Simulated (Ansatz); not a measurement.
Input and command of a plane-wave DFT calculation in Ansatz:

```yaml
crystal:
  lattice:
    - [-3.0759982064, 0.0, 0.0]
    - [-1.5379991032, -2.6638925888, 0.0]
    - [0.0, 0.0, 11.096]
  atoms:
    - { symbol: Si, position: [0.3333333333, 0.3333333333, 0.594832372] }
    - { symbol: Si, position: [0.3333333333, 0.3333333333, 0.1398936554] }
    - { symbol: Si, position: [0.6666666667, 0.6666666667, 0.8223017304] }
    - { symbol: Si, position: [0.6666666667, 0.6666666667, 0.3673630137] }
    - { symbol: C, position: [0.3333333333, 0.3333333333, 0.7699837779] }
    - { symbol: C, position: [0.3333333333, 0.3333333333, 0.3150450613] }
    - { symbol: C, position: [0.6666666667, 0.6666666667, 0.087575703] }
    - { symbol: C, position: [0.6666666667, 0.6666666667, 0.5425144196] }
basis:
  ecutwfc: 420
kpoints:
  mp_grid: { grid: [10, 10, 3] }
hamiltonian:
  xc: lda
scf:
  occupations: { method: gaussian, width: 0.05 }
output:
  forces: true
  stress: true
  eigenvalues: true
```

```bash
ansatz run input.yaml --threads 2 --pin off --max-ram 5120MiB --backend cpu --events-out ev --progress --plain --runs-dir out
```

Processor: Arm Neoverse V1, 2 threads, on a host shared with other jobs.

Q: How long does it run, and how much memory does it take?

A: About 4.3 s on 2 threads of Arm Neoverse V1, on a shared host, peak memory 0.33 GiB. It solves 24 bands at 36 k points (the mesh reduced by symmetry) with about 1753 plane waves, in 8 SCF iterations.
